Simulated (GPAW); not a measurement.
Runs of GPAW 26.7.0 on MoS2. The structure is trigonal, space group P-3m1 (No. 164). The conventional cell has a = 3.227 Å, b = 3.227 Å, c = 6.312 Å, α = 90.00°, β = 90.00°, γ = 120.00°. Mo (site symmetry -3m) has 6 S at 2.42 Å as nearest neighbours. S (site symmetry 3m) has 3 Mo at 2.42 Å as nearest neighbours. Measurements of this composition are mostly on another form, of space group No. 194.

| task | level | potentials or basis | spin | cell | k mesh | optimizer | fmax | max steps | band path | band points | gap on the mesh (eV) | pressure (GPa) | V0 of scaled cells (Å³/atom) | relaxed volume (Å³/atom) | B0 (GPa) | largest force (eV/Å) |
| --- | --- | --- | --- | --- | --- | --- | --- | --- | --- | --- | --- | --- | --- | --- | --- | --- |
| single point | PBE | GPAW PAW data sets (gpaw-data 1.2.1), pw | off | as given | 9 × 9 × 4 | - | - | - | - | - | none | (a) | - | - | - | (c) |
| relaxation of cell and atoms | r2SCAN+D3(BJ) | GPAW PAW data sets (gpaw-data 1.2.1), pw | off | relaxed | 7 × 7 × 3 | BFGS | 0.01 eV/Å | 60 | - | - | none | 0.0 | - | 17.76 | - | - |
| equation of state | LDA | PAW data sets generated in the run's folder for this functional, pw | off | as given | 7 × 7 × 3 | - | - | - | - | - | - | - | 18.15 | - | 148 | - |
| single point | PBE | GPAW PAW data sets (gpaw-data 1.2.1), pw | off | atoms moved at random, drawn with an rms of 0.05 Å | 9 × 9 × 4 | - | - | - | - | - | none | -0.3 | - | - | - | 0.57 |
| equation of state | PBE | GPAW PAW data sets (gpaw-data 1.2.1), pw | off | as given | 9 × 9 × 4 | - | - | - | - | - | - | - | (b) | - | 128 | - |
| band structure | optPBE-vdW | GPAW PAW data sets (gpaw-data 1.2.1), pw | SOC, no magnetisation | as given | 7 × 7 × 3 | - | - | - | GMKGALHA,LM,KH | 100 | - | - | - | - | - | 0.65 |
| relaxation of cell and atoms | PBEsol | PAW data sets generated in the run's folder for this functional, pw | off | relaxed | 7 × 7 × 3 | BFGS | 0.02 eV/Å | 100 | - | - | none | 0.0 | - | 17.39 | - | - |

Alike in all rows: cutoff (eV) 600; smearing fermi-dirac 0.05 eV.

Problem. Fill in the values left out.

Solution. (a) 1.0; (b) 19.15; (c) 0.29.

Caveats: this functional lacks dispersion, which binds the layers, so the pressure and a relaxed spacing across them are unreliable (some runs); later steps reuse the first step's grids (some runs); the PAW data sets were made with another functional, which shifts forces and pressure a little (some runs); the cell was scaled at fixed shape and fractional positions, which overstates the stiffness of a crystal with free parameters, most of all of layers and chains (some runs); spin-orbit coupling was added after a scalar SCF, so levels and gaps hold it while energy, forces, pressure and moments don't (some runs); this program's spin-orbit splittings come out too wide for heavy elements (some runs).

A k mesh can miss the band edges, and rows without SOC leave out spin-orbit coupling on Mo.

A gap of «none» marks a metal or a gap under the smearing width.
